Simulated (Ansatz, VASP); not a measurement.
## BAs in VASP and in Ansatz

INCAR

```
ALGO     = Normal         # electronic algorithm
EDIFF    = 1E-6           # SCF threshold, eV
ENCUT    = 520            # plane-wave cutoff, eV
ISIF     = 2              # what is computed and relaxed
ISMEAR   = -1             # smearing method
LASPH    = True           # aspherical terms in the spheres
LCHARG   = False          # write CHGCAR
LREAL    = False          # projectors in reciprocal space
LWAVE    = False          # write WAVECAR
NBANDS   = 11             # bands
NELM     = 100            # most SCF steps
PREC     = Accurate       # precision mode
SIGMA    = 0.05           # smearing width, eV
```

KPOINTS

```
k-points
0
Gamma
  12 8 6
```

POSCAR

```
BAs
1.0
    2.1275493300      0.0000000000      0.0000000000
    0.0000000000      3.1740629400      0.0000000000
    0.0000000000      0.0000000000      4.9509801800
B As
1 1
Direct
    0.0000000000      0.5000000000      0.0000000000
    0.5000000000      0.5000000000      0.5000000000
```

The input input.yaml:

```yaml
crystal:
  lattice:
    - [2.12754933, 0.0, 0.0]
    - [0.0, 3.17406294, 0.0]
    - [0.0, 0.0, 4.95098018]
  atoms:
    - { symbol: B, position: [0.0, 0.5, 0.0] }
    - { symbol: As, position: [0.5, 0.5, 0.5] }
hamiltonian:
  xc: lda
  pseudopotentials: { kind: paw }
kpoints:
  mp_grid: { grid: [12, 8, 6] }
  band_path:
    path:
      - [[0.0, 0.0, 0.0], [0.5, 0.0, 0.0], [0.5, 0.5, 0.0], [0.0, 0.5, 0.0], [0.0, 0.0, 0.0], [0.0, 0.0, 0.5], [0.5, 0.0, 0.5], [0.5, 0.5, 0.5], [0.0, 0.5, 0.5], [0.0, 0.0, 0.5]]
      - [[0.0, 0.5, 0.0], [0.0, 0.5, 0.5]]
      - [[0.5, 0.0, 0.5], [0.5, 0.0, 0.0]]
      - [[0.5, 0.5, 0.0], [0.5, 0.5, 0.5]]
    npoints: 14
scf:
  occupations: { method: fermi_dirac, width: 0.05 }
  n_extra_bands: 6
output:
  forces: true
  stress: true
  eigenvalues: true
  fatbands: true
```

The cell was built by a generator and needn't be a form met in nature.

Alike in both runs: functional LDA; k mesh 12 × 8 × 6; occupations fermi-dirac, width 0.05 eV; no spin polarisation.

|  | VASP | Ansatz |
| --- | --- | --- |
| version | VASP 6.6.1 | Ansatz 0.2.0 |
| potentials or method | VASP PAW LDA potentials, release 64 (B, As) | Ansatz PAW |
| plane-wave cutoff (eV) | 520 | 420 |
| valence electrons in the cell | 8 | 18 |
| task | single point | band structure |

VASP gave:

```
gap on the k mesh at the Fermi level (eV)       : none
pressure (GPa)                                  : 1.2
largest component of the traceless stress (GPa) : 21.42
```

Which values does Ansatz return?

gap on the k mesh at the Fermi level (eV): none; pressure (GPa): 0.6; largest component of the traceless stress (GPa): 20.55.

A gap of «none» marks a metal or a gap that the smearing closes. The two sets of potentials don't hold the same shells in valence.

Caveats: the PAW data sets come from PBE, with cores solved anew for the run's functional, which leaves a small shift of forces and pressure (Ansatz).
